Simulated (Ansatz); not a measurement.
# C (P4/mmm) in Ansatz: a series of runs

One crystal, C, is run at these levels: revPBE, BLYP; tasks: band structure.

All numbers are computed with Ansatz 0.2.0; they aren't measurements. Logs are shortened: lines on timing, memory, paths and dates and some standing lists are left out, and cuts for length are marked.

## 1. The crystal as given

Symmetry: P4/mmm, No. 123, tetragonal system. The conventional cell has a = 4.255 Å, b = 4.255 Å, c = 1.282 Å, α = 90.00°, β = 90.00°, γ = 90.00°. C (site symmetry 4/mmm) is surrounded by 2 C at 1.28 Å.

The cell was built by a generator and needn't be a form met in nature.

## 2. Band structure, revPBE

input.yaml

```yaml
crystal:
  lattice:
    - [4.25517, 0.0, 0.0]
    - [0.0, 4.25517, 0.0]
    - [0.0, 0.0, 1.28229]
  atoms:
    - { symbol: C, position: [0.5, 0.5, 0.5] }
hamiltonian:
  xc: revpbe
  pseudopotentials: { kind: paw }
kpoints:
  mp_grid: { grid: [4, 4, 11] }
  band_path:
    path:
      - [[0.0, 0.0, 0.0], [0.0, 0.5, 0.0], [0.5, 0.5, 0.0], [0.0, 0.0, 0.0], [0.0, 0.0, 0.5], [0.0, 0.5, 0.5], [0.5, 0.5, 0.5], [0.0, 0.0, 0.5]]
      - [[0.0, 0.5, 0.0], [0.0, 0.5, 0.5]]
      - [[0.5, 0.5, 0.0], [0.5, 0.5, 0.5]]
    npoints: 14
scf:
  occupations: { method: fermi_dirac, width: 0.05 }
  n_extra_bands: 6
output:
  forces: true
  stress: true
  eigenvalues: true
  fatbands: true
  write_density: true
  write_potential: true
  elf: true
  volumetric_format: npy
```

Potentials or basis: Ansatz PAW.

Started as:

```
ansatz run input.yaml --threads 2 --pin off --max-ram 5632MiB --backend cpu --events-out ev --progress --plain --runs-dir out
```

Log:

```text
Warning: RAYON_NUM_THREADS=2 ignored (pool sized by the plan → 2); use --threads N
scf.n_extra_bands = 6 over 2 filled bands (N_el = 4.0): the run solves 8 bands
Engine: ansatz 0.2.0, aarch64-unknown-linux-gnu
Pseudopotentials: kind: paw
Pseudopotential: C, paw, valence charge 4, recommended cutoff 420 eV (normal), C.paw.azcp
Functional definition: revPBE
  parameter kappa = 1.245
  parameter beta = 0.06672455060314922
  exchange = pbe_x(kappa = kappa, mu = beta*pi^2/3)
  correlation = pbe_c(beta = beta)
Crystal: 1 atoms, lattice volume = 23.218 Å³
Basis set: ecut = 420 eV, 445 PW (Γ), exchange–correlation on 60×60×18 points (8 copies of the dense FFT grid, shifted against one another)
Bands: 8, of which v1, the nominal top of the filled ones, is band 2 counted from 1 (1 counted from 0)
Symmetry: 16 space group operations
Space group: P4/mmm (ITA 123), of the structure as read, at distance tolerance 2.9e-5 Å
k-points: 36 of 176
Non-local potential: C, projectors of the file, l = 0: 2, l = 1: 2, l = 2: 1
PAW form: soft (Blöchl's): semilocal exchange-correlation on the pseudo side does not see the compensation charge
PAW frozen core: C, regenerated for the run's functional, and the local potential with it (the file was generated under x = pbe(κ = 0.804, μ = 0.2195149727645171), c = pbe(β = 0.06672455060314922))
PAW one-centre angular grid: C, 110 points (default); XC on 64 Gauss nodes
Initial density: superposition of atomic densities (neutral atoms: chi_scale 0, normalization atom), corrected by the library's trained network
Initial wavefunctions: pseudopotential atomic-orbital guess
Functional: x = revpbe(κ = 1.245, μ = 0.2195149727645171), c = pbe(β = 0.06672455060314922)
SCF iter   1: F=—  HF=-250.864102 eV  |F-HF|=—  |Δ(HF+E_count)|=         —  Δρ=4.46e-3  dr2=1.52e-3  ethr=1.77e-3  ⟨swp⟩=5.2  Hψ=2117  notcnv=0  defer=13
preconditioner: auto → LDOS  [metal: Δε(μ)=0.104 eV  Ē_g=22.396 eV  σ=0.050 eV  W_gap=0.45  n_scr=4 (ndim 8)  ℏωp=15.4 eV  f_vac=0.389  D(μ)=1.47/eV (n_scr^D=20)  β→1.0]
SCF iter   2: F=—  HF=-250.865926 eV  |F-HF|=—  |Δ(HF+E_count)|=   1.82e-3  Δρ=9.66e-4  dr2=2.10e-4  ethr=3.81e-5  ⟨swp⟩=2.4  Hψ=773  notcnv=0  defer=43
SCF iter   3: F=—  HF=-250.866200 eV  |F-HF|=—  |Δ(HF+E_count)|=   2.74e-4  Δρ=3.05e-4  dr2=3.88e-5  ethr=5.26e-6  ⟨swp⟩=2.4  Hψ=446  notcnv=0  defer=43
SCF iter   4: F=—  HF=-250.866194 eV  |F-HF|=—  |Δ(HF+E_count)|=   6.66e-6  Δρ=6.61e-5  dr2=1.43e-6  ethr=9.69e-7  ⟨swp⟩=2.1  Hψ=386  notcnv=0  defer=43
iter 5 did not close the SCF: its close was put off for the readings that it lacked (scf_convergence_deferred on its scf_iter line)
SCF iter   5: F=-250.866199 eV  HF=-250.866198 eV  |F-HF|=1.58e-7  |Δ(HF+E_count)|=   4.77e-6  Δρ=9.65e-6  dr2=7.81e-9  ethr=3.58e-8  ⟨swp⟩=2.3  Hψ=377  notcnv=0  defer=43
SCF iter   6: F=-250.866199 eV  HF=-250.866199 eV  |F-HF|=1.19e-9  |Δ(HF+E_count)|=   1.65e-7  Δρ=1.76e-6  dr2=2.14e-10  ethr=1.95e-10  ⟨swp⟩=8.6  Hψ=1660  notcnv=0
SCF 1 converged in 6 iterations: F = -250.866199 eV  dr2 = 2.14e-10
NSCF: frozen V_eff on 129 k-points
WARN: The input density's exchange-correlation potential varies sharply where the density is thin. Do not read a vacuum level from v_tot or v_xc, or from such a field of the output density. On a cell that repeats whose density bears no net charge and no dipole along the vacuum's axis use v_es (v_loc + v_h of the components); under efield.dipole_correction with no amplitude use v_es + v_field, which holds any external_charges[].barrier, or the levels of the report's work_function block, which leave it out; under a non-zero efield.amplitude the vacuum is tilted and has no level; on a cell that repeats and bears such a dipole with no correction it is tilted too, and efield.dipole_correction with no amplitude gives each side of its ramp a level where efield: is served; in a cell that repeats whose density bears a net charge (total_charge, or a fill off its count) it is curved and has none; of a slab under crystal.periodic whose density bears no net charge use v_es, which has a level on each side, short of where the two are joined; of another it falls or rises all the way out and has none; of a slab beside external_charges read slab_vacuum_level instead, which it has where they leave it neutral. The grid or the basis barely resolves most such structure, and the values can differ between equally converged runs; as a rule a tighter scf.convergence.dr2_threshold does not remove it. Where the density itself ripples (under the LDA too) a higher basis.ecutwfc lessens it. The files hold the spikes' plane waves up to the density's cutoff. Files: v_tot and the like, and their columns of v_z.tsv (output.write_potential); v_xc and the like, and their columns of v_comp_z.tsv (output.write_potential_components); where files of the output density stand in their place, no point of their own thin density is over the threshold below, and this is of outcome.potential() and, of a run that writes arrays (npy), the arrays of these names. Measured: with its Gaussian average of σ = 0.25 Å subtracted twice, the exchange-correlation potential is over 0.1 eV at 81 of the grid points where the equally averaged density (valence and model cores) is under 1e-3 e/Å³, and 3.54 eV at the most among them, at an averaged density of 8.1e-4 e/Å³. See output.write_potential in the manual, Limitations
SCF converged after 6 iterations
Free energy (F): -250.866199 eV
Harris-Foulkes:  -250.866199 eV  (|F-HF|=1.19e-9)
Internal energy: -250.854137 eV  (E = F + TS)
E sigma→0 (E₀):  -250.860168 eV
Entropy (-TS):   -0.012062 eV (-12.062 meV/atom)
Fermi energy:    0.107448 eV
--- Per-component energies (eV) ---
  E_band       = -36.129481
  E_kinetic    = 88.545127
  E_local      = -270.006403  (includes V_loc(G=0)·N_el)
  E_nonlocal   = 27.444333
  E_hartree    = 91.058676
  E_xc         = -46.875525
  E_vxc        = -57.678095  (∫ρ·V_xc dr)
  E_paw        = -100.226744  (= ΣΔE_a)
  E_vpaw       = -6.551879  (= ΣTr[D̂ρ^β])
  E_aug_tail   = 0.000008  (compensation charges beyond the density's cutoff)
  E_ewald      = -40.781941
  E_core_change = -0.011667  (= ΣΔE_core)
  E_smearing   = -0.012062  (= −TS)
  E_closure    = -0.000000  (closes the sum)
  Σ components = -250.866199   (vs F -250.866199, Δ=0.00e0)
--- Forces (eV/Å), atoms counted from 1 ---
  atom   1  C      0.00000000     0.00000000     0.00000000
  max |Σ_I F_I| component: 0.00e0 eV/Å
--- Stress (GPa, compression-positive) ---
       -0.208790       0.000000       0.000000
        0.000000      -0.208790       0.000000
        0.000000       0.000000       4.941331
  P = ⅓ Tr σ = 1.5079 GPa (15.079 kbar)
--- Band table (eV; the first three rows and the last of 36) ---
  k-point 0: bands = ["-17.1552", "-5.9378", "-5.9378", "3.2361", "7.6087", "12.1503", "12.1503", "13.0610"]
  k-point 1: bands = ["-16.7260", "-5.2248", "-5.2248", "3.9004", "8.3641", "12.8896", "12.8896", "13.8152"]
  k-point 2: bands = ["-15.4937", "-3.1029", "-3.1029", "5.8399", "10.6304", "15.0984", "15.0984", "16.0783"]
  k-point 35: bands = ["-10.0642", "8.1326", "9.3849", "9.3849", "22.2289", "22.2289", "24.2344", "28.4858"]
```

It took 0.94 s on 2 threads of Arm Neoverse V1, shared host; peak memory 0.25 GiB.

What came out:

| Quantity | Value |
| --- | --- |
| Free energy | -250.8662 eV |
| Pressure | 1.5 GPa |
| Band gap on the k mesh | none (metal or under the smearing width) |

Levels at the corners of the path, in eV from the Fermi level:
| point | band 1 | band 2 | band 3 | band 4 | band 5 | band 6 |
| --- | --- | --- | --- | --- | --- | --- |
| Γ | -17.26 | -6.05 | -6.05 | 3.13 | 7.50 | 12.04 |
| X | -17.23 | -6.42 | -6.01 | 5.60 | 5.61 | 9.64 |
| M | -17.20 | -6.36 | -6.36 | 5.23 | 8.16 | 8.16 |
| Γ | -17.26 | -6.05 | -6.05 | 3.13 | 7.50 | 12.04 |
| Z | -9.95 | 7.59 | 10.35 | 10.35 | 22.62 | 22.62 |
| R | -9.95 | 7.65 | 10.25 | 10.36 | 21.25 | 22.77 |
| A | -9.95 | 7.70 | 10.26 | 10.26 | 21.57 | 21.57 |
| Z | -9.95 | 7.59 | 10.35 | 10.35 | 22.62 | 22.62 |
| X | -17.23 | -6.42 | -6.01 | 5.60 | 5.61 | 9.64 |
| R | -9.95 | 7.65 | 10.25 | 10.36 | 21.25 | 22.77 |
| M | -17.20 | -6.36 | -6.36 | 5.23 | 8.16 | 8.16 |
| A | -9.95 | 7.70 | 10.26 | 10.26 | 21.57 | 21.57 |

Caveat: the k mesh is coarse (spacing up to 0.45 Å⁻¹), so the values aren't converged; the PAW data sets come from PBE, with cores solved anew for the run's functional, which leaves a small shift of forces and pressure.

## 3. Band structure, BLYP

input.yaml, as its differences from that of step 2:

```diff
@@ -8,3 +8,3 @@
 hamiltonian:
-  xc: revpbe
+  xc: blyp
   pseudopotentials: { kind: paw }
@@ -25,3 +25,3 @@
   eigenvalues: true
-  fatbands: true
+  fatbands: false
   write_density: true
```

Potentials or basis: Ansatz PAW.

Started as:

```
ansatz run input.yaml --threads 2 --pin off --max-ram 5632MiB --backend cpu --events-out ev --progress --plain --runs-dir out
```

Run time: 0.83 s. Hardware: 2 threads of Arm Neoverse V1, shared host; peak memory 0.24 GiB.

The run converged. Its results:

```
Free energy            : -250.8654 eV
Pressure               : 0.6 GPa
Band gap on the k mesh : none (metal or under the smearing width)
```

Stress tensor (GPa, compression positive):
```
-0.29  0.00  0.00
 0.00 -0.29  0.00
 0.00  0.00  2.40
```

Levels at the corners of the path, in eV from the Fermi level:
```csv
point,band 1,band 2,band 3,band 4,band 5,band 6
Γ,-17.12,-6.01,-6.01,2.86,7.14,11.71
X,-17.08,-6.41,-5.97,5.24,5.43,9.37
M,-17.05,-6.34,-6.34,5.10,7.78,7.78
Γ,-17.12,-6.01,-6.01,2.86,7.14,11.71
Z,-10.08,7.68,10.23,10.23,22.75,22.75
R,-10.08,7.74,10.12,10.24,21.26,22.92
A,-10.08,7.80,10.14,10.14,21.59,21.59
Z,-10.08,7.68,10.23,10.23,22.75,22.75
X,-17.08,-6.41,-5.97,5.24,5.43,9.37
R,-10.08,7.74,10.12,10.24,21.26,22.92
M,-17.05,-6.34,-6.34,5.10,7.78,7.78
A,-10.08,7.80,10.14,10.14,21.59,21.59
```

Caveat: the k mesh is coarse (spacing up to 0.45 Å⁻¹), so the values aren't converged; the PAW data sets come from PBE, with cores solved anew for the run's functional, which leaves a small shift of forces and pressure.

## 4. The reference run

An earlier run on the cell as given: functional PBE; potentials or basis Ansatz PAW; cutoff 420 eV (not typed: the program's choice for these potentials); k mesh 6 × 6 × 20; occupations fermi-dirac, width 0.05 eV; no spin polarisation.

* Pressure: 0.2 GPa
* Band gap on the k mesh: none (metal or under the smearing width)

## 5. Overview

| task | level | k mesh | points for each segment of the path | mesh quality | gap on the mesh (eV) | pressure (GPa) |
| --- | --- | --- | --- | --- | --- | --- |
| band structure | revPBE | 4 × 4 × 11 | 14 | coarse | none | 1.5 |
| band structure | BLYP | 4 × 4 × 11 | 14 | coarse | none | 0.6 |
| single point | PBE | 6 × 6 × 20 | - | not flagged | none | 0.2 |

Alike in all rows: potentials or basis Ansatz PAW; no spin polarisation; cell as given; cutoff (eV) 420; smearing fermi-dirac 0.05 eV.

Caveats: some runs use coarse meshes; the PAW data sets come from PBE, with cores solved anew for the run's functional, which leaves a small shift of forces and pressure (some runs).

Total energies depend on the potentials used, so only differences within one code and one set of settings carry meaning.
